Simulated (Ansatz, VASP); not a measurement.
**In2NiS4 in two plane-wave programs**

Aim: how closely do two programs agree when they are given the same cell, functional and k mesh? The cell is taken from a series of runs on this material, whose earlier steps may have relaxed, scaled, displaced or heated it; both programs get it as it stands.

Program: Ansatz 0.2.0. Level of theory: plane waves, with VASP 6.6.1 beside it; relaxation of cell and atoms at BLYP with D3(BJ). Results are calculated unless marked as measured.

In doubt: warnings of the run leave room for a lower electronic state, so energies may not be the lowest and differences between runs may mislead.

**1. The starting structure**

Symmetry: Fd-3m, No. 227, cubic system. The conventional cell has a = 10.520 Å, b = 10.520 Å, c = 10.520 Å, α = 90.00°, β = 90.00°, γ = 90.00°. Nearest to In lie 6 S at 2.54 Å. Ni has 4 S at 2.44 Å nearest. Nearest to S lie 1 Ni at 2.44 Å and 3 In at 2.54 Å. Farther neighbours and most contacts between anions are not listed.

**2. Ansatz: relaxation of cell and atoms, BLYP with D3(BJ)**

Ansatz runs on its default PAW (the set named soft_2) files.

The relaxed volume is the usual yardstick between codes: in a stiff, nearly cubic crystal its relative difference is about their pressure difference at one cell divided by the bulk modulus.

input.yaml

```yaml
crystal:
  lattice:
    - [0.0, 5.26, 5.26]
    - [5.26, 0.0, 5.26]
    - [5.26, 5.26, 0.0]
  atoms:
    - { symbol: In, position: [0.625, 0.625, 0.625] }
    - { symbol: In, position: [0.125, 0.625, 0.625] }
    - { symbol: In, position: [0.625, 0.625, 0.125] }
    - { symbol: In, position: [0.625, 0.125, 0.625] }
    - { symbol: Ni, position: [0.0, 0.0, 0.0], spin: 2.0 }
    - { symbol: Ni, position: [0.25, 0.25, 0.25], spin: 2.0 }
    - { symbol: S, position: [0.384, 0.384, 0.384] }
    - { symbol: S, position: [0.402, 0.866, 0.866] }
    - { symbol: S, position: [0.384, 0.384, 0.848] }
    - { symbol: S, position: [0.866, 0.402, 0.866] }
    - { symbol: S, position: [0.848, 0.384, 0.384] }
    - { symbol: S, position: [0.866, 0.866, 0.866] }
    - { symbol: S, position: [0.384, 0.848, 0.384] }
    - { symbol: S, position: [0.866, 0.866, 0.402] }
kpoints:
  mp_grid: { grid: [6, 6, 6] }
hamiltonian:
  xc: blyp
  dispersion: d3bj
scf:
  occupations: { method: gaussian, width: 0.1 }
output:
  forces: true
  stress: true
  eigenvalues: true
  populations: true
magnetization:
  spin_polarized: true
relax:
  adjacent_minimum: "off"
  f_tol: 0.005
  max_steps: 60
  cell: { stress_tol: 0.03 }
```

On the command line:

```
ansatz run input.yaml --threads 8 --pin off --max-ram 16384MiB --backend cpu --events-out ev --progress --plain --runs-dir out
```

Numbers of over 12 decimals in the logs are rounded to 6 here.

Log:

```text
Engine: ansatz 0.2.0, aarch64-unknown-linux-gnu
Pseudopotentials: kind: paw
Pseudopotential: In, paw, valence charge 13, recommended cutoff 420 eV (normal), In.paw.azcp
Pseudopotential: Ni, paw, valence charge 18, recommended cutoff 420 eV (normal), Ni.paw.azcp
Pseudopotential: S, paw, valence charge 6, recommended cutoff 420 eV (normal), S.paw.azcp
Functional definition: BLYP
  parameter beta = 0.0042
  parameter a = 0.04918
  parameter b = 0.132
  parameter c = 0.2533
  parameter d = 0.349
  exchange = b88_x(beta = beta)
  correlation = lyp_c(a = a, b = b, c = c, d = d)
Crystal: 14 atoms, lattice volume = 291.063 Å³
Basis set: ecut = 420 eV, 5769 PW (Γ), exchange–correlation on 100×100×100 points (8 copies of the dense FFT grid, shifted against one another)
Bands: 84, of which v1, the nominal top of the filled ones, is band 68 counted from 1 (67 counted from 0)
Symmetry: 48 space group operations
Space group: Fd-3m (ITA 227), of the structure as read, at distance tolerance 6.6e-5 Å
Magnetic group: BNS 227.128 (UNI 1630), of the structure as read, at distance tolerance 6.6e-5 Å
k-points: 16 of 216
Non-local potential: In, projectors of the file, l = 0: 2, l = 1: 2, l = 2: 2, l = 3: 2
Non-local potential: Ni, projectors of the file, l = 0: 3, l = 1: 2, l = 2: 3, l = 3: 1
Non-local potential: S, projectors of the file, l = 0: 2, l = 1: 2, l = 2: 2
PAW form: soft (Blöchl's): semilocal exchange-correlation on the pseudo side does not see the compensation charge
PAW frozen core: In, regenerated for the run's functional, and the local potential with it (the file was generated under x = pbe(κ = 0.804, μ = 0.219515), c = pbe(β = 0.066725))
PAW frozen core: Ni, regenerated for the run's functional, and the local potential with it (the file was generated under x = pbe(κ = 0.804, μ = 0.219515), c = pbe(β = 0.066725))
PAW frozen core: S, regenerated for the run's functional, and the local potential with it (the file was generated under x = pbe(κ = 0.804, μ = 0.219515), c = pbe(β = 0.066725))
PAW one-centre angular grid: In, 590 points (default); XC on 64 Gauss nodes
PAW one-centre angular grid: Ni, 590 points (default); XC on 64 Gauss nodes
PAW one-centre angular grid: S, 110 points (default); XC on 64 Gauss nodes
Initial density: superposition of atomic densities (chi_scale 0.1, normalization cell, long waves kept (reshape's long-wave potential 0.12 eV rms))
Starting moments: Σ|m| = 4 μB on 2 of 14 sites
Initial wavefunctions: pseudopotential atomic-orbital guess
Functional: x = b88, c = lyp
SCF iter   1: F=—  HF=-41423.904485 eV  |F-HF|=—  |Δ(HF+E_count)|=         —  Δρ=4.95e-2 (↑4.15e-2 ↓4.95e-2)  dr2=3.15e1  dr2_m=2.87e-1  M=4.000 μB ∫|m|=4.282 μB  β_m=0.30  ethr=3.10e-3  ⟨swp⟩=7.5  Hψ=10790  notcnv=0  defer=5
Mixer restart at iter 1: flushing history
preconditioner: auto → Kerker (q_TF=auto, 2.403 Å⁻¹)  [metal: Δε(μ)=0.016 eV  Ē_g=12.200 eV  σ=0.100 eV  W_gap=0.09  n_scr=64 (ndim 8)  ℏωp=23.8 eV  f_vac=0.003  D(μ)=12.90/eV (n_scr^D=112)]
spin=Collinear: Kerker preconditioning applied to the charge; magnetization (m = ρ↑ − ρ↓) channel mixes plain (no charge-response kernel on spin).
SCF iter   2: F=—  HF=-41418.975933 eV  |F-HF|=—  |Δ(HF+E_count)|=    4.93e0  Δρ=2.28e-2 (↑1.89e-2 ↓2.28e-2)  dr2=7.60e0  dr2_m=2.07e-1  M=4.000 μB ∫|m|=4.042 μB  β_m=0.34  ethr=3.10e-3  ⟨swp⟩=3.3  Hψ=5661  notcnv=0  defer=296
SCF iter   3: F=—  HF=-41418.304019 eV  |F-HF|=—  |Δ(HF+E_count)|=   6.72e-1  Δρ=1.47e-2 (↑1.33e-2 ↓1.47e-2)  dr2=3.49e0  dr2_m=1.67e-1  M=4.000 μB ∫|m|=4.032 μB  β_m=0.50  ethr=3.10e-3  ⟨swp⟩=2.2  Hψ=3962  notcnv=0  defer=290
SCF iter   4: F=—  HF=-41418.502680 eV  |F-HF|=—  |Δ(HF+E_count)|=   1.99e-1  Δρ=2.05e-2 (↑3.54e-3 ↓2.05e-2)  dr2=1.04e0  dr2_m=3.03e-1  M=4.000 μB ∫|m|=4.023 μB  β_m=0.49  ethr=2.57e-3  ⟨swp⟩=2.5  Hψ=3820  notcnv=0  defer=286
SCF iter   5: F=—  HF=-41418.925858 eV  |F-HF|=—  |Δ(HF+E_count)|=   4.23e-1  Δρ=3.52e-3 (↑3.03e-3 ↓3.52e-3)  dr2=1.11e-1  dr2_m=1.61e-2  M=4.000 μB ∫|m|=4.038 μB  β_m=0.65  ethr=7.66e-4  ⟨swp⟩=2.1  Hψ=3902  notcnv=0  defer=284
SCF iter   6: F=—  HF=-41418.929809 eV  |F-HF|=—  |Δ(HF+E_count)|=         —  Δρ=1.71e-3 (↑1.12e-3 ↓1.71e-3)  dr2=2.07e-2  dr2_m=7.79e-4  M=4.000 μB ∫|m|=4.042 μB  β_m=0.65  ethr=8.14e-5  ⟨swp⟩=2.0  Hψ=3949  notcnv=0  defer=284
Mixer restart at iter 6: flushing history
SCF iter   7: F=—  HF=-41418.934706 eV  |F-HF|=—  |Δ(HF+E_count)|=   4.90e-3  Δρ=7.48e-4 (↑5.77e-4 ↓7.48e-4)  dr2=9.43e-3  dr2_m=3.89e-4  M=4.000 μB ∫|m|=4.041 μB  β_m=0.83  ethr=1.53e-5  ⟨swp⟩=2.0  Hψ=3456  notcnv=0  defer=284
SCF iter   8: F=—  HF=-41418.940733 eV  |F-HF|=—  |Δ(HF+E_count)|=   6.03e-3  Δρ=2.69e-3 (↑1.24e-3 ↓2.69e-3)  dr2=3.55e-2  dr2_m=1.56e-3  M=4.000 μB ∫|m|=4.041 μB  β_m=0.28  ethr=6.93e-6  ⟨swp⟩=2.0  Hψ=4935  notcnv=0  defer=287  recentre
[...]
SCF converged after 8 iterations
Magnetization: 3.8034 μB (69.9017 up, 66.0983 down)
Absolute magnetization: 3.8437 μB (∫|ρ↑−ρ↓|, with the PAW one-centre terms)
Spin contamination: 0.0284 ħ² per cell (⟨S²⟩ above its minimum at these occupations)
Per-site moments (μB) at R_I (Å): [(0.00518142, 1.084984), (0.00518142, 1.084984), (0.00518142, 1.084984), (0.00518142, 1.084984), (1.089333, 0.933214), (1.089333, 0.933214), (0.117901, 0.933214), (0.117901, 0.933214), (0.117901, 0.933214), (0.117901, 0.933214), (0.117901, 0.933214), (0.117901, 0.933214), (0.117901, 0.933214), (0.117901, 0.933214)]
Free energy (F): -41420.519644 eV
Harris-Foulkes:  -41420.519644 eV  (|F-HF|=0.00e0)
Internal energy: -41420.486808 eV  (E = F + TS)
E sigma→0 (E₀):  -41420.503226 eV
Entropy (-TS):   -0.032836 eV (-2.345 meV/atom)
Fermi energy:    8.126609 eV
--- Per-component energies (eV) ---
  E_band       = -1007.707239
  E_kinetic    = 2403.773916
  E_local      = -16174.614238  (includes V_loc(G=0)·N_el)
  E_nonlocal   = 2973.159270
  E_hartree    = 6695.397011
  E_xc         = -1785.258138
  E_vxc        = -1283.210561  (∫ρ·V_xc dr)
  E_paw        = -24834.988829  (= ΣΔE_a)
  E_vpaw       = -2317.610388  (= ΣTr[D̂ρ^β])
  E_aug_tail   = 0.001022  (compensation charges beyond the density's cutoff)
  E_ewald      = -10686.798722
  E_disp       = -10.551479  (pairwise vdW)
  E_core_change = -0.606622  (= ΣΔE_core)
  E_smearing   = -0.032836  (= −TS)
  E_closure    = -0.000000  (closes the sum)
  Σ components = -41420.519644   (vs F -41420.519644, Δ=0.00e0)
--- Forces (eV/Å), atoms counted from 1 ---
  atom   1  In     0.00000000    -0.00000000     0.00000000
  atom   2  In     0.00000000    -0.00000000    -0.00000000
  atom   3  In     0.00000000    -0.00000000     0.00000000
  atom   4  In     0.00000000    -0.00000000    -0.00000000
  atom   5  Ni     0.00000000     0.00000000     0.00000000
  atom   6  Ni    -0.00000000    -0.00000000    -0.00000000
  atom   7  S      0.00048103     0.00048103     0.00048103
  atom   8  S     -0.00048103     0.00048103     0.00048103
  atom   9  S     -0.00048103    -0.00048103     0.00048103
  atom  10  S      0.00048103    -0.00048103     0.00048103
  atom  11  S      0.00048103    -0.00048103    -0.00048103
  atom  12  S     -0.00048103    -0.00048103    -0.00048103
  atom  13  S     -0.00048103     0.00048103    -0.00048103
  atom  14  S      0.00048103     0.00048103    -0.00048103
  max |Σ_I F_I| component: 1.53e-17 eV/Å
--- Stress (GPa, compression-positive) ---
       -0.001438      -0.000000      -0.000000
       -0.000000      -0.001438      -0.000000
       -0.000000      -0.000000      -0.001438
  P = ⅓ Tr σ = -0.0014 GPa (-0.014 kbar)
--- Band table (eV; the first three rows and the last of 32) ---
  k-point 0 ↑: bands = [... 64 lower, 7.6533, 7.8783, 7.8783, 7.9293, 7.9293, 7.9293, 9.4106, 9.4367, ... 12 higher]
  k-point 1 ↑: bands = [... 64 lower, 7.6593, 7.6593, 7.6943, 7.6943, 8.0055, 8.0055, 9.5909, 9.6462, ... 12 higher]
  k-point 2 ↑: bands = [... 64 lower, 7.3439, 7.3439, 7.7125, 7.7125, 8.0490, 8.0490, 9.9996, 10.1219, ... 12 higher]
  k-point 15 ↓: bands = [... 64 lower, 7.8384, 7.8384, 8.1519, 8.1519, 8.4594, 8.4594, 11.0103, 11.0103, ... 12 higher]
--- Relaxed structure (5 steps of the walk, 5 accepted, 1 SCFs on fresh bases) ---
  F+E_penalty+E_count = -41420.51964448 eV   max|allowed force component| = 4.810e-4 eV/Å   (the final SCF, on the basis selected at the relaxed cell)
  cell:  # Å, volume = 289.1664 Å³
    - [0, 5.248550, 5.248550]
    - [5.248550, 0, 5.248550]
    - [5.248550, 5.248550, 0]
  atoms:
    - { symbol: In, position: [0.625000, 0.625000, 0.625000] }
    - { symbol: In, position: [0.125, 0.625000, 0.625000] }
    - { symbol: In, position: [0.625000, 0.625000, 0.125] }
    - { symbol: In, position: [0.625000, 0.125, 0.625000] }
    - { symbol: Ni, position: [6.595906752763538e-19, -1.0217766264325644e-18, 0] }
    - { symbol: Ni, position: [0.25, 0.25, 0.25] }
    - { symbol: S, position: [0.374431, 0.374431, 0.374431] }
    - { symbol: S, position: [0.373292, 0.875569, 0.875569] }
    - { symbol: S, position: [0.374431, 0.374431, 0.876708] }
    - { symbol: S, position: [0.875569, 0.373292, 0.875569] }
    - { symbol: S, position: [0.876708, 0.374431, 0.374431] }
    - { symbol: S, position: [0.875569, 0.875569, 0.875569] }
    - { symbol: S, position: [0.374431, 0.876708, 0.374431] }
    - { symbol: S, position: [0.875569, 0.875569, 0.373292] }
--- Löwdin populations: 14 sites ---
  site symbol       q [e]    m [muB]
     0     In     12.5308    -0.0116
     1     In     12.5308    -0.0116
     2     In     12.5308    -0.0116
     3     In     12.5308    -0.0116
     4     Ni     17.2563     1.0660
     5     Ni     17.2563     1.0660
     6      S      6.3380     0.2100
     7      S      6.3380     0.2100
     8      S      6.3380     0.2100
     9      S      6.3380     0.2100
    10      S      6.3380     0.2100
    11      S      6.3380     0.2100
    12      S      6.3380     0.2100
    13      S      6.3380     0.2100
  spilling = 0.004851 (of n_electrons = 136.000000)
```

(Continued in part 2 of 2.)

[Lines on the potential files, build, host, timing and source positions are cut from VASP's logs without a mark.]

[Logs are printed without paths, hosts, clocks, repeated set-up lines and the standing remarks that a program may print on its own settings, such as how far it seeks lower states.]

[Hosts, paths, dates, database ids (printed as entryN), source tags and the programs' standing remarks are cut or masked in the printed files.]
